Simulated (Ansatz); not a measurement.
Relaxed (110) slab cut from CdS (space group F-43m (No. 216)); the slab's formula is CdS, its outer planes CdS (top) and CdS (bottom):

```xyz
12
Lattice="4.1183 0.0000 0.0000 0.0000 5.8242 0.0000 0.0000 0.0000 25.2958" Properties=species:S:1:pos:R:3 pbc="T T T"
Cd    2.0592    2.5981    7.9821
S     0.0000    1.4461    7.3334
Cd    0.0000    0.0861    9.4296
S     2.0592    4.4578    9.6137
Cd    2.0592    2.9900   11.6937
S     0.0000    1.5264   11.5573
Cd    0.0000    0.0779   13.6021
S     2.0592    4.4385   13.7385
Cd    2.0592    2.9982   15.8662
S     0.0000    1.5457   15.6821
Cd    0.0000   -0.3140   17.3137
S     2.0592    4.3582   17.9624
```

Computed with DFT PBEsol, scalar-relativistic, plane waves, PAW (Ansatz). Plane waves to 420 eV, a k mesh through Γ of 7×5×1 on the computed 12-atom cell and Gaussian smearing (0.05 eV); no spin polarisation. A dipole correction removes the field between periodic images along c.

The potential is the smooth part; its values at the atoms depend on the PAW datasets.

Problem. How does the plane-averaged electrostatic potential energy of an electron run along c, counted from the top of the valence band?

Solution.
| z (Å) | V (eV) |
| --- | --- |
| 2.53 | 5.98 |
| 2.81 | 5.98 |
| 3.09 | 5.98 |
| 3.37 | 5.98 |
| 3.65 | 5.98 |
| 3.93 | 5.98 |
| 4.22 | 5.98 |
| 4.50 | 5.98 |
| 4.78 | 5.97 |
| 5.06 | 5.96 |
| 5.34 | 5.93 |
| 5.62 | 5.86 |
| 5.90 | 5.70 |
| 6.18 | 5.32 |
| 6.46 | 4.43 |
| 6.75 | 2.43 |
| 7.03 | 0.14 |
| 7.31 | -1.74 |
| 7.59 | -2.76 |
| 7.87 | -2.41 |
| 8.15 | -1.07 |
| 8.43 | -0.44 |
| 8.71 | -0.89 |
| 8.99 | -2.24 |
| 9.28 | -3.88 |
| 9.56 | -4.14 |
| 9.84 | -3.13 |
| 10.12 | -0.90 |
| 10.40 | 1.74 |
| 10.68 | 2.14 |
| 10.96 | -0.08 |
| 11.24 | -2.56 |
| 11.52 | -3.76 |
| 11.80 | -3.66 |
| 12.09 | -1.96 |
| 12.37 | 0.46 |
| 12.65 | 1.55 |
| 12.93 | 0.46 |
| 13.21 | -1.96 |
| 13.49 | -3.66 |
| 13.77 | -3.76 |
| 14.05 | -2.56 |
| 14.33 | -0.08 |
| 14.62 | 2.14 |
| 14.90 | 1.74 |
| 15.18 | -0.90 |
| 15.46 | -3.13 |
| 15.74 | -4.14 |
| 16.02 | -3.88 |
| 16.30 | -2.24 |
| 16.58 | -0.89 |
| 16.86 | -0.44 |
| 17.14 | -1.07 |
| 17.43 | -2.41 |
| 17.71 | -2.76 |
| 17.99 | -1.74 |
| 18.27 | 0.14 |
| 18.55 | 2.43 |
| 18.83 | 4.43 |
| 19.11 | 5.32 |
| 19.39 | 5.70 |
| 19.67 | 5.86 |
| 19.96 | 5.93 |
| 20.24 | 5.96 |
| 20.52 | 5.97 |
| 20.80 | 5.98 |
| 21.08 | 5.98 |
| 21.36 | 5.98 |
| 21.64 | 5.98 |
| 21.92 | 5.98 |
| 22.20 | 5.98 |
| 22.49 | 5.98 |
| 22.77 | 5.98 |

The vacuum level lies 5.98 eV above the top of the valence band.

The reference crystal is the zinc-blende form of CdS, which isn't its usual structure.